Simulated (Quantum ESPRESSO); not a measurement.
# GaN (F-43m) in Quantum ESPRESSO: a series of runs

Runs on GaN. Level: PBE. Tasks: band structure.

Everything below comes from runs of Quantum ESPRESSO 7.5. Logs are shortened: lines on timing, memory, paths and dates and some standing lists are left out, and cuts for length are marked.

**Measured values to compare with.**

From a printed reference work, textbook, for a bulk crystal of GaN at 0 K: band gap 3.299 eV (direct).

How close the calculation comes is told below.

### 1 Starting point

The structure is cubic, space group F-43m (No. 216). The conventional cell has a = 4.507 Å, b = 4.507 Å, c = 4.507 Å, α = 90.00°, β = 90.00°, γ = 90.00°. Ga (site symmetry -43m) has 4 N at 1.95 Å as nearest neighbours. Around N (site symmetry -43m) lie 4 Ga at 1.95 Å.

The cell is a database's computed one.

### 2 Band structure, PBE

pw.in reads:

```
&CONTROL
  calculation = 'scf'
  prefix = 'pwscf'
  outdir = './tmp'
  pseudo_dir = './pseudo'
  tprnfor = .true.
  tstress = .true.
  disk_io = 'low'
/
&SYSTEM
  ibrav = 0
  nat = 2
  ntyp = 2
  ecutwfc = 84
  nbnd = 15
  occupations = 'smearing'
  smearing = 'fd'
  degauss = 0.00367493
/
&ELECTRONS
  conv_thr = 4d-10
  electron_maxstep = 120
  mixing_beta = 0.5
/
ATOMIC_SPECIES
Ga    69.7230 Ga.upf
N     14.0070 N.upf
CELL_PARAMETERS angstrom
   0.0000000000    2.2535006075    2.2535006075
   2.2535006075    0.0000000000    2.2535006075
   2.2535006075    2.2535006075    0.0000000000
ATOMIC_POSITIONS angstrom
Ga     0.0000000000    0.0000000000    0.0000000000
N      1.1267503038    1.1267503038    1.1267503038
K_POINTS automatic
10 10 10 0 0 0
```

bands.in reads:

```
&CONTROL
  calculation = 'bands'
  prefix = 'pwscf'
  outdir = './tmp'
  pseudo_dir = './pseudo'
  disk_io = 'low'
  verbosity = 'high'
/
&SYSTEM
  ibrav = 0
  nat = 2
  ntyp = 2
  ecutwfc = 84
  nbnd = 15
  occupations = 'smearing'
  smearing = 'fd'
  degauss = 0.00367493
/
&ELECTRONS
  conv_thr = 1d-08
  electron_maxstep = 120
  mixing_beta = 0.5
  diago_full_acc = .true.
  startingwfc = 'random'
/
ATOMIC_SPECIES
Ga    69.7230 Ga.upf
N     14.0070 N.upf
CELL_PARAMETERS angstrom
   0.0000000000    2.2535006075    2.2535006075
   2.2535006075    0.0000000000    2.2535006075
   2.2535006075    2.2535006075    0.0000000000
ATOMIC_POSITIONS angstrom
Ga     0.0000000000    0.0000000000    0.0000000000
N      1.1267503038    1.1267503038    1.1267503038
K_POINTS crystal
60
 0.0000000000  0.0000000000  0.0000000000 1
 0.0625000000  0.0000000000  0.0625000000 1
 0.1250000000  0.0000000000  0.1250000000 1
 0.1875000000  0.0000000000  0.1875000000 1
 0.2500000000  0.0000000000  0.2500000000 1
 0.3125000000  0.0000000000  0.3125000000 1
 0.3750000000  0.0000000000  0.3750000000 1
 0.4375000000  0.0000000000  0.4375000000 1
 0.5000000000  0.0000000000  0.5000000000 1
 0.5000000000  0.0625000000  0.5625000000 1
 0.5000000000  0.1250000000  0.6250000000 1
 0.5000000000  0.1875000000  0.6875000000 1
 0.5000000000  0.2500000000  0.7500000000 1
 0.4375000000  0.3125000000  0.7500000000 1
 0.3750000000  0.3750000000  0.7500000000 1
 0.3375000000  0.3375000000  0.6750000000 1
 0.3000000000  0.3000000000  0.6000000000 1
 0.2625000000  0.2625000000  0.5250000000 1
 0.2250000000  0.2250000000  0.4500000000 1
 0.1875000000  0.1875000000  0.3750000000 1
 0.1500000000  0.1500000000  0.3000000000 1
 0.1125000000  0.1125000000  0.2250000000 1
 0.0750000000  0.0750000000  0.1500000000 1
 0.0375000000  0.0375000000  0.0750000000 1
 0.0000000000  0.0000000000  0.0000000000 1
 0.0625000000  0.0625000000  0.0625000000 1
 0.1250000000  0.1250000000  0.1250000000 1
 0.1875000000  0.1875000000  0.1875000000 1
 0.2500000000  0.2500000000  0.2500000000 1
 0.3125000000  0.3125000000  0.3125000000 1
 0.3750000000  0.3750000000  0.3750000000 1
 0.4375000000  0.4375000000  0.4375000000 1
 0.5000000000  0.5000000000  0.5000000000 1
 0.5250000000  0.4500000000  0.5250000000 1
 0.5500000000  0.4000000000  0.5500000000 1
 0.5750000000  0.3500000000  0.5750000000 1
 0.6000000000  0.3000000000  0.6000000000 1
 0.6250000000  0.2500000000  0.6250000000 1
 0.5833333333  0.2500000000  0.6666666667 1
 0.5416666667  0.2500000000  0.7083333333 1
 0.5000000000  0.2500000000  0.7500000000 1
 0.5000000000  0.2857142857  0.7142857143 1
 0.5000000000  0.3214285714  0.6785714286 1
 0.5000000000  0.3571428571  0.6428571429 1
 0.5000000000  0.3928571429  0.6071428571 1
 0.5000000000  0.4285714286  0.5714285714 1
 0.5000000000  0.4642857143  0.5357142857 1
 0.5000000000  0.5000000000  0.5000000000 1
 0.4821428571  0.4821428571  0.5357142857 1
 0.4642857143  0.4642857143  0.5714285714 1
 0.4464285714  0.4464285714  0.6071428571 1
 0.4285714286  0.4285714286  0.6428571429 1
 0.4107142857  0.4107142857  0.6785714286 1
 0.3928571429  0.3928571429  0.7142857143 1
 0.3750000000  0.3750000000  0.7500000000 1
 0.6250000000  0.2500000000  0.6250000000 1
 0.5937500000  0.1875000000  0.5937500000 1
 0.5625000000  0.1250000000  0.5625000000 1
 0.5312500000  0.0625000000  0.5312500000 1
 0.5000000000  0.0000000000  0.5000000000 1
```

Potentials or basis: PseudoDojo 0.4.1 SR PBE standard.

Launch:

```sh
$ OMP_NUM_THREADS=1 pw.x -in pw.in > pw.out
$ OMP_NUM_THREADS=1 pw.x -in bands.in > bands.out
```

pw.out:

```text
This program is part of the open-source Quantum ESPRESSO suite
     for quantum simulation of materials; please cite
[... 9 lines left out ...]
     --------------------
     sticks:   dense  smooth     PW     G-vecs:    dense   smooth      PW
     Sum         847     847    253                16145    16145    2733

     Using Slab Decomposition

     bravais-lattice index     =            0
     lattice parameter (alat)  =       6.0224  a.u.
     unit-cell volume          =     154.4542 (a.u.)^3
     number of atoms/cell      =            2
     number of atomic types    =            2
     number of electrons       =        18.00
     number of Kohn-Sham states=           15
     kinetic-energy cutoff     =      84.0000  Ry
     charge density cutoff     =     336.0000  Ry
     scf convergence threshold =      4.0E-10
     mixing beta               =       0.5000
     number of iterations used =            8  plain     mixing
     Exchange-correlation= PBE
                           (   1   4   3   4   0   0   0)

     celldm(1)=   6.022427  celldm(2)=   0.000000  celldm(3)=   0.000000
     celldm(4)=   0.000000  celldm(5)=   0.000000  celldm(6)=   0.000000

     crystal axes: (cart. coord. in units of alat)
               a(1) = (   0.000000   0.707107   0.707107 )
               a(2) = (   0.707107   0.000000   0.707107 )
               a(3) = (   0.707107   0.707107   0.000000 )

     reciprocal axes: (cart. coord. in units 2 pi/alat)
               b(1) = ( -0.707107  0.707107  0.707107 )
               b(2) = (  0.707107 -0.707107  0.707107 )
               b(3) = (  0.707107  0.707107 -0.707107 )

     PseudoPot. # 1 for Ga read from file:
     Ga.upf
     Pseudo is Norm-conserving + core correction, Zval = 13.0
     Generated using ONCVPSP code by D. R. Hamann
     Using radial grid of 1902 points,  6 beta functions with:
                l(1) =   0
                l(2) =   0
                l(3) =   1
                l(4) =   1
                l(5) =   2
                l(6) =   2

     PseudoPot. # 2 for N  read from file:
     N.upf
     Pseudo is Norm-conserving + core correction, Zval =  5.0
     Generated using ONCVPSP code by D. R. Hamann
     Using radial grid of 1058 points,  4 beta functions with:
                l(1) =   0
                l(2) =   0
                l(3) =   1
                l(4) =   1

     atomic species   valence    mass     pseudopotential
     Ga               13.00    69.72300     Ga( 1.00)
     N                 5.00    14.00700     N ( 1.00)

     24 Sym. Ops. (no inversion) found

   Cartesian axes

     site n.     atom                  positions (alat units)
         1        Ga     tau(   1) = (   0.0000000   0.0000000   0.0000000  )
         2        N      tau(   2) = (   0.3535534   0.3535534   0.3535534  )

     number of k points=    47  Fermi-Dirac smearing, width (Ry)=  0.0037
                       cart. coord. in units 2pi/alat
        k(    1) = (   0.0000000   0.0000000   0.0000000), wk =   0.0020000
        k(    2) = (   0.0707107   0.0707107  -0.0707107), wk =   0.0160000
        k(    3) = (   0.1414214   0.1414214  -0.1414214), wk =   0.0160000
        k(    4) = (   0.2121320   0.2121320  -0.2121320), wk =   0.0160000
        k(    5) = (   0.2828427   0.2828427  -0.2828427), wk =   0.0160000
        k(    6) = (  -0.3535534  -0.3535534   0.3535534), wk =   0.0080000
[... 39 lines left out ...]
        k(   46) = (  -0.0707107  -0.3535534   0.6363961), wk =   0.0480000
        k(   47) = (  -0.7071068   0.2828427   0.0000000), wk =   0.0240000

     Dense  grid:    16145 G-vectors     FFT dimensions: (  36,  36,  36)

     Initial potential from superposition of free atoms

     starting charge      17.9973, renormalised to      18.0000
     Starting wfcs are   13 randomized atomic wfcs +    2 random wfcs

     Self-consistent Calculation

     iteration #  1     ecut=    84.00 Ry     beta= 0.50
     Davidson diagonalization with overlap
     ethr =  1.00E-02,  avg # of iterations =  5.2

     total energy              =    -173.59204276 Ry
     estimated scf accuracy    <       0.51388048 Ry

     iteration #  2     ecut=    84.00 Ry     beta= 0.50
     Davidson diagonalization with overlap
     ethr =  2.85E-03,  avg # of iterations =  2.0

     total energy              =    -173.74232099 Ry
     estimated scf accuracy    <       0.09983523 Ry

     iteration #  3     ecut=    84.00 Ry     beta= 0.50
     Davidson diagonalization with overlap
     ethr =  5.55E-04,  avg # of iterations =  2.0

     negative rho (up, down):  4.582E-07 0.000E+00

     total energy              =    -173.75951994 Ry
     estimated scf accuracy    <       0.00324676 Ry

     iteration #  4     ecut=    84.00 Ry     beta= 0.50
     Davidson diagonalization with overlap
     ethr =  1.80E-05,  avg # of iterations =  4.3

     total energy              =    -173.75980089 Ry
     estimated scf accuracy    <       0.00036571 Ry

     iteration #  5     ecut=    84.00 Ry     beta= 0.50
     Davidson diagonalization with overlap
     ethr =  2.03E-06,  avg # of iterations =  2.7

     total energy              =    -173.75980938 Ry
     estimated scf accuracy    <       0.00003370 Ry

     iteration #  6     ecut=    84.00 Ry     beta= 0.50
     Davidson diagonalization with overlap
     ethr =  1.87E-07,  avg # of iterations =  2.0
[... 22 lines left out ...]
     total energy              =    -173.75981750 Ry
     estimated scf accuracy    <          2.0E-09 Ry

     iteration # 10     ecut=    84.00 Ry     beta= 0.50
     Davidson diagonalization with overlap
     ethr =  1.10E-11,  avg # of iterations =  3.2

     total energy              =    -173.75981750 Ry
     estimated scf accuracy    <          7.7E-09 Ry

     iteration # 11     ecut=    84.00 Ry     beta= 0.50
     Davidson diagonalization with overlap
     ethr =  1.10E-11,  avg # of iterations =  2.0

     End of self-consistent calculation

          k = 0.0000 0.0000 0.0000 (  1989 PWs)   bands (ev):

    -5.3158  -2.9755  -2.9755  -2.9755  -2.6690  -2.6690  10.5899  10.5899
    10.5899  12.3486  20.9456  20.9456  20.9456  28.2039  29.4302

          k = 0.0707 0.0707-0.0707 (  2004 PWs)   bands (ev):

    -5.2081  -2.9621  -2.9621  -2.9342  -2.6702  -2.6702   9.4978  10.4838
    10.4838  13.1997  20.4431  21.1075  21.1075  28.1129  28.1129

          k = 0.1414 0.1414-0.1414 (  2012 PWs)   bands (ev):

    -4.9406  -2.9314  -2.9314  -2.7619  -2.6688  -2.6688   7.6904  10.2230
    10.2230  14.2790  19.6555  21.3662  21.3662  27.0439  27.3547

          k = 0.2121 0.2121-0.2121 (  2012 PWs)   bands (ev):

    -4.6661  -2.9045  -2.9045  -2.6550  -2.6550  -2.3476   5.8226   9.9282
     9.9282  14.9629  19.2756  21.3365  21.3365  26.3440  27.8369
[... 118 lines left out ...]
    -4.3496  -2.8771  -2.7101  -2.7101  -2.6012  -1.3628   5.0892   8.1166
     8.1166  14.3377  17.4140  21.9906  24.1293  24.1293  32.6629

          k =-0.0707-0.6364 0.6364 (  2018 PWs)   bands (ev):

    -4.3206  -2.8818  -2.7032  -2.6953  -2.6014  -0.9856   4.6798   7.5387
     8.0425  14.4640  17.6049  22.0824  24.2192  24.2748  32.7021

          k = 0.0000-0.5657 0.5657 (  2018 PWs)   bands (ev):

    -4.3150  -2.8684  -2.7219  -2.7091  -2.6191  -0.7751   4.6848   6.6406
     8.2463  15.1834  18.2333  21.9376  23.7815  24.0156  32.1847

          k =-0.7071 0.0000 0.0000 (  2044 PWs)   bands (ev):

    -4.3128  -2.8961  -2.6784  -2.6784  -2.5940  -0.9189   4.4768   7.8992
     7.8992  13.9720  17.2831  22.3045  24.5496  24.5496  32.3152

          k = 0.2828 0.1414 0.0000 (  2001 PWs)   bands (ev):

    -4.7514  -2.9007  -2.8854  -2.7494  -2.6533  -2.5336   7.2306   9.1249
     9.9142  15.2089  18.8892  21.0103  21.9644  24.5482  28.9519

          k = 0.3536 0.2121-0.0707 (  2005 PWs)   bands (ev):

    -4.5477  -2.8813  -2.8575  -2.7224  -2.6409  -2.0944   5.8806   8.4943
     9.6022  16.0262  18.6154  20.3762  22.1159  25.2889  29.1777

          k =-0.2828-0.4243 0.5657 (  2011 PWs)   bands (ev):

    -4.4333  -2.8801  -2.8406  -2.6910  -2.6306  -1.4840   4.5700   8.2009
     9.2659  16.5372  18.2325  20.5335  22.0043  26.3590  29.3506

          k =-0.2121-0.3536 0.4950 (  2010 PWs)   bands (ev):

    -4.4007  -2.8821  -2.8364  -2.6710  -2.6302  -1.1505   3.9822   8.1258
     9.1197  16.7217  17.9907  20.8036  21.9335  26.8874  29.3563
[... 28 lines left out ...]
    -4.3459  -2.8601  -2.7586  -2.7050  -2.6096  -1.2233   5.0392   7.6921
     7.9988  15.1244  17.8991  21.4510  23.5215  24.5227  32.7625

          k =-0.0707-0.4950 0.6364 (  2011 PWs)   bands (ev):

    -4.3200  -2.8565  -2.7669  -2.6893  -2.6238  -0.8266   4.7694   6.8704
     7.9082  15.7127  18.3875  21.4529  22.8747  24.9548  31.4701

          k = 0.0000-0.4243 0.5657 (  2007 PWs)   bands (ev):

    -4.3245  -2.8581  -2.7736  -2.6892  -2.6475  -0.7627   4.8009   6.3448
     8.2349  16.4708  18.5624  21.0270  22.6631  25.2947  29.8191

          k =-0.7071 0.1414 0.0000 (  2014 PWs)   bands (ev):

    -4.3114  -2.8768  -2.7255  -2.6766  -2.6079  -0.8211   4.5993   7.5404
     7.5694  14.7983  17.8317  22.1479  23.3946  24.8506  32.9005

          k =-0.1414-0.4243 0.7071 (  1994 PWs)   bands (ev):

    -4.3362  -2.8416  -2.8071  -2.6868  -2.6409  -0.9421   4.8990   6.8779
     7.9856  16.7246  18.5262  20.3228  22.7621  25.5176  30.0119

          k =-0.0707-0.3536 0.6364 (  2002 PWs)   bands (ev):

    -4.3195  -2.8453  -2.7976  -2.6712  -2.6523  -0.7288   4.8124   6.6301
     7.6883  16.9313  18.6649  20.6009  22.3215  25.7471  29.6465

          k =-0.7071 0.2828 0.0000 (  2002 PWs)   bands (ev):

    -4.3091  -2.8411  -2.7943  -2.6677  -2.6410  -0.6662   4.8555   7.0092
     7.0450  16.4390  18.8037  21.3430  21.8052  25.6380  30.4181

     the Fermi energy is    11.4945 ev

!    total energy              =    -173.75981750 Ry
     estimated scf accuracy    <          3.3E-10 Ry
     smearing contrib. (-TS)   =      -0.00000000 Ry
     internal energy E=F+TS    =    -173.75981750 Ry

     The total energy is F=E-TS. E is the sum of the following terms:
     one-electron contribution =     -52.62454473 Ry
     hartree contribution      =      43.67395895 Ry
     xc contribution           =     -48.13491461 Ry
     ewald contribution        =    -116.67431711 Ry

     convergence has been achieved in  11 iterations

     Forces acting on atoms (cartesian axes, Ry/au):

     atom    1 type  1   force =     0.00000000   -0.00000000    0.00000000
     atom    2 type  2   force =     0.00000000    0.00000000   -0.00000000

     Total force =     0.000000     Total SCF correction =     0.000000

     Computing stress (Cartesian axis) and pressure

          total   stress  (Ry/bohr**3)                   (kbar)     P=       51.83
   0.00035231  -0.00000000   0.00000000           51.83       -0.00        0.00
  -0.00000000   0.00035231   0.00000000           -0.00       51.83        0.00
   0.00000000   0.00000000   0.00035231            0.00        0.00       51.83

=------------------------------------------------------------------------------=
   JOB DONE.
=------------------------------------------------------------------------------=
```

Wall time 50 s (1 thread of Arm Neoverse V1, shared host); peak memory 0.09 GiB.

Results:

```yaml
Free_energy: -2364.1228 eV
Pressure: 5.2 GPa
Band_gap_on_the_k_mesh: 1.76 eV, direct
Band_gap_along_the_path: 1.76 eV, direct
```

Levels at the corners of the path, in eV from the valence-band top:
```csv
point,band 7,band 8,band 9,band 10,band 11,band 12
Γ,0.00,0.00,0.00,1.76,10.36,10.36
X,-6.11,-2.69,-2.69,3.38,6.69,11.71
W,-5.68,-3.68,-3.62,6.24,8.40,10.30
K,-5.85,-4.24,-2.16,5.03,7.88,11.08
Γ,0.00,0.00,0.00,1.76,10.36,10.36
L,-7.02,-0.96,-0.96,4.67,8.74,10.40
U,-5.85,-4.24,-2.16,5.03,7.88,11.08
W,-5.68,-3.68,-3.62,6.24,8.40,10.30
L,-7.02,-0.96,-0.96,4.67,8.74,10.40
K,-5.85,-4.24,-2.16,5.03,7.88,11.08
U,-5.85,-4.24,-2.16,5.03,7.88,11.08
X,-6.11,-2.69,-2.69,3.38,6.69,11.71
```

### 3 Band structure, PBE, spin-orbit coupling, no magnetisation

pw.in: that of step 2 with these lines changed.

```diff
@@ -14,3 +14,3 @@
   ecutwfc = 84
-  nbnd = 15
+  nbnd = 30
   occupations = 'smearing'
@@ -18,2 +18,4 @@
   degauss = 0.00367493
+  noncolin = .true.
+  lspinorb = .true.
 /
```

bands.in: that of step 2 with these lines changed.

```diff
@@ -13,3 +13,3 @@
   ecutwfc = 84
-  nbnd = 15
+  nbnd = 30
   occupations = 'smearing'
@@ -17,2 +17,4 @@
   degauss = 0.00367493
+  noncolin = .true.
+  lspinorb = .true.
 /
```

Potentials or basis: PseudoDojo 0.4 FR PBE standard.

Launch:

```sh
$ OMP_NUM_THREADS=1 pw.x -in pw.in > pw.out
$ OMP_NUM_THREADS=1 pw.x -in bands.in > bands.out
```

Run time: 3.8 min. Hardware: 1 thread of Arm Neoverse V1, shared host; peak memory 0.16 GiB.

Results (log left out):

```yaml
Free_energy: -2363.7894 eV
Pressure: 5.3 GPa
Band_gap_on_the_k_mesh: 1.75 eV, direct
Band_gap_along_the_path: 1.75 eV, direct
```

Levels at the corners of the path, in eV from the valence-band top:
| point | band 14 | band 15 | band 16 | band 17 | band 18 | band 19 | band 20 | band 21 | band 22 | band 23 |
| --- | --- | --- | --- | --- | --- | --- | --- | --- | --- | --- |
| Γ | -0.01 | 0.00 | 0.00 | 0.00 | 0.00 | 1.75 | 1.75 | 10.13 | 10.13 | 10.46 |
| X | -6.12 | -2.72 | -2.72 | -2.67 | -2.67 | 3.38 | 3.38 | 6.69 | 6.69 | 11.71 |
| W | -5.68 | -3.71 | -3.70 | -3.64 | -3.60 | 6.23 | 6.24 | 8.39 | 8.40 | 10.23 |
| K | -5.85 | -4.27 | -4.22 | -2.17 | -2.16 | 5.02 | 5.02 | 7.88 | 7.88 | 11.06 |
| Γ | -0.01 | 0.00 | 0.00 | 0.00 | 0.00 | 1.75 | 1.75 | 10.13 | 10.13 | 10.46 |
| L | -7.02 | -0.98 | -0.98 | -0.95 | -0.95 | 4.67 | 4.67 | 8.73 | 8.73 | 10.34 |
| U | -5.85 | -4.27 | -4.22 | -2.17 | -2.16 | 5.02 | 5.02 | 7.88 | 7.88 | 11.06 |
| W | -5.68 | -3.71 | -3.70 | -3.64 | -3.60 | 6.23 | 6.24 | 8.39 | 8.40 | 10.23 |
| L | -7.02 | -0.98 | -0.98 | -0.95 | -0.95 | 4.67 | 4.67 | 8.73 | 8.73 | 10.34 |
| K | -5.85 | -4.27 | -4.22 | -2.17 | -2.16 | 5.02 | 5.02 | 7.88 | 7.88 | 11.06 |
| U | -5.85 | -4.27 | -4.22 | -2.17 | -2.16 | 5.02 | 5.02 | 7.88 | 7.88 | 11.06 |
| X | -6.12 | -2.72 | -2.72 | -2.67 | -2.67 | 3.38 | 3.38 | 6.69 | 6.69 | 11.71 |

### 4 Against experiment

Step 2. Measured gap of GaN: 3.299 eV (direct; 0 K; a printed reference work, textbook). This calculation gives 1.76 eV (-1.54 eV). Spin-orbit coupling on Ga is left out. The value is that of PBE, without temperature or zero-point motion. Semilocal functionals fall short of measured gaps as a rule. The cell is a database's relaxed one, not the measured one, which moves gaps too.

Step 3. A measured gap of GaN is 3.299 eV (direct; 0 K; a printed reference work, textbook); the calculated 1.75 eV misses it by -1.54 eV. The value is that of PBE, without temperature or zero-point motion. Semilocal functionals fall short of measured gaps as a rule. The cell is a database's relaxed one, not the measured one, which moves gaps too.
